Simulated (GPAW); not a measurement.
The system is Ge.

```
CELL_PARAMETERS angstrom
-2.57449 2.57449 1.39741
2.57449 -2.57449 1.39741
2.57449 2.57449 -1.39741
ATOMIC_POSITIONS crystal
Ge 0.50000 0.50000 0.00000
Ge 0.25000 0.75000 0.50000
```

This isn't the form of Ge at room conditions, which is diamond.

Base run:

| Quantity | Value |
| --- | --- |
| Program | GPAW 26.7.0 |
| Functional | PBEsol |
| Potentials or basis | PAW data sets generated in the run's folder for this functional |
| Cutoff | 600 eV |
| Basis | pw |
| k mesh | 11 × 11 × 11 |
| Occupations | fermi-dirac, width 0.05 eV |
| Spin | no spin polarisation |

Its results: pressure -0.7 GPa.

Q: The run is repeated on the same cell with these changes: functional from PBEsol to PBE; potentials or basis from PAW data sets generated in the run's folder for this functional to GPAW PAW data sets (gpaw-data 1.2.1). What comes out?

A: Pressure 3.1 GPa.
